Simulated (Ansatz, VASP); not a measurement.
One calculation of Bi, two programs

```
Bi
1.0
     3.23838    0.03238    0.00000
     0.03222    3.22164    0.00000
    -0.08045   -0.00080    6.44389
Bi
2
Direct
  0.54425 0.00000 0.74958
  0.45575 0.00000 0.25042
```

This isn't the form of Bi at room conditions, which is rhombohedral.

Alike in both runs: functional PBEsol; k mesh 7 × 7 × 4; occupations fermi-dirac, width 0.05 eV; no spin polarisation.

```csv
,VASP,Ansatz
version,VASP 6.6.1,Ansatz 0.2.0
potentials or method,"VASP PAW PBE potentials, release 64 (Bi_d)",Ansatz PAW
plane-wave cutoff (eV),520,420
valence electrons in the cell,30,30
task,single point,band structure
```

```tsv
	VASP	Ansatz	Ansatz less VASP
gap on the k mesh at the Fermi level (eV)	none	none	-
pressure (GPa)	-0.5	-0.5	+0.06
largest component of the traceless stress (GPa)	0.57	0.57	-0.001
rms of the force components (eV/Å)	0.003	0.003	-0.0001
```

Atom by atom the forces differ by 0.000 eV/Å (rms over components). A gap of «none» marks a metal or a gap that the smearing closes.

Caveats: spin-orbit coupling is left out, which moves the levels of the heavy elements; the PAW data sets were made with another functional, which shifts forces and pressure a little (VASP); the PAW data sets come from PBE, with cores solved anew for the run's functional, which leaves a small shift of forces and pressure (Ansatz).
